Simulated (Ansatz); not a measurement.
Take ZrO2 (space group P2_1/c, No. 14) as the base.

```
CELL_PARAMETERS angstrom
      5.18987     0.00000     0.00000
      0.00000     5.24188     0.00000
     -0.90466     0.00000     5.30184
ATOMIC_POSITIONS crystal
  Zr 0.27576 0.04379 0.21002
  Zr 0.72424 0.54379 0.28998
  Zr 0.72424 0.95621 0.78998
  Zr 0.27576 0.45621 0.71002
  O  0.06497 0.32630 0.35005
  O  0.93503 0.82630 0.14995
  O  0.93503 0.67370 0.64995
  O  0.06497 0.17370 0.85005
  O  0.45100 0.75674 0.47552
  O  0.54900 0.25674 0.02448
  O  0.54900 0.24326 0.52448
  O  0.45100 0.74326 0.97552
```

Cartesian axes are those of the cell as printed.

Computed with Ansatz (a quantum-chemistry and plane-wave program) PBE, without spin-orbit coupling.

Modification: the cell is scaled by 0.9771 in all directions, atoms relaxed at fixed cell.

Question: Predict the stress tensor and what it implies for the stiffness.

Answer: Stress of the strained cell less that of the base (GPa, compression positive):
```
  13.38    0.00    1.68
   0.00   17.68    0.00
   1.68    0.00   10.95
```

Then B = −ΔP/(ΔV/V₀) with ΔV/V₀ = -0.0671 gives secant stiffness values (nonlinear terms included at this strain): B (at held cell shape, above the free-shape value) ≈ 209 GPa.

As a check, the harmonic strain energy −½ V₀ Δσ:ε is 36 meV/atom; the computed energy rise is 35 meV/atom.

No phonon test of stability was made.
